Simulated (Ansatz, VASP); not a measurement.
**Two plane-wave programs on BaS**

```
CELL_PARAMETERS angstrom
3.13463 3.13463 0.00000
-3.13463 3.13463 0.00000
0.00000 3.13463 3.17674
ATOMIC_POSITIONS crystal
Ba 0.00000 0.00000 0.00000
S 0.50000 0.50000 0.00000
```

Change from the starting cell: in-plane strain -0.01, out-of-plane length and atoms relaxed by PAW.

Alike in both runs: functional PBEsol; k mesh 6 × 6 × 6; no spin polarisation.

Ansatz relaxed the structure, and its values are those at the end. VASP's run is a single point on that final structure, the one shown.

|  | VASP | Ansatz |
| --- | --- | --- |
| version | VASP 6.6.1 | Ansatz 0.2.0 |
| potentials or method | VASP PAW PBE potentials, release 64 (Ba_sv, S) | PAW with Ansatz's default frozen-core files, scalar-relativistic |
| plane-wave cutoff (eV) | 520 | 420 |
| occupations | gaussian, width 0.01 eV | fixed |
| valence electrons in the cell | 16 | 16 |

VASP gave:

| Item | Value |
| --- | --- |
| pressure (GPa) | 1.5 |

What did Ansatz give for the same quantities?

Pressure (GPa): 0.8.

Caveats: the PAW data sets were made with another functional, which shifts forces and pressure a little (VASP). A k mesh can miss the band edges.
